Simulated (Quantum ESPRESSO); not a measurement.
Sn, 2 atoms in the cell. It takes space group I4_1/amd (No. 141, tetragonal). The conventional cell has a = 5.880 Å, b = 5.880 Å, c = 3.199 Å, α = 90.00°, β = 90.00°, γ = 90.00°. Around Sn (site symmetry -4m2) lie 6 Sn at 3.05 to 3.20 Å. 

| Item | Value |
| --- | --- |
| Program | Quantum ESPRESSO 7.5 |
| Task | phonons |
| Functional | LDA |
| Potentials or basis | JTH 2.0 LDA |
| Cutoff | 490 eV |
| Density cutoff | 2939 eV |
| k mesh | 9 × 9 × 9 |
| Occupations | cold, width 0.272 eV |
| Spin | no spin polarisation |
| Form of the LDA correlation | PW92 |
| Mixing beta | 0.5 |
| Most SCF iterations | 120 |
| SCF threshold | 4e-10 Ry |

Potentials or basis: JTH 2.0 LDA.

Run with:

```sh
$ OMP_NUM_THREADS=1 pw.x -in pw.in > pw.out
$ OMP_NUM_THREADS=1 pw.x -in relax.in > relax.out
$ OMP_NUM_THREADS=1 pw.x -in scf2.in > scf2.out
$ OMP_NUM_THREADS=1 ph.x -in ph.in > ph.out
$ OMP_NUM_THREADS=1 dynmat.x -in dynmat.in > dynmat.out
```

Hardware: 1 thread of Arm Neoverse V2, on a shared host.

Q: How long does it take, and how much memory?

A: Wall time 13 min on 1 thread of Arm Neoverse V2, with other jobs on the host, peak memory 0.14 GiB. Counts: scf iterations 111, k pools 1, bands 21, ion steps 9, k points 75, g dense 19983.
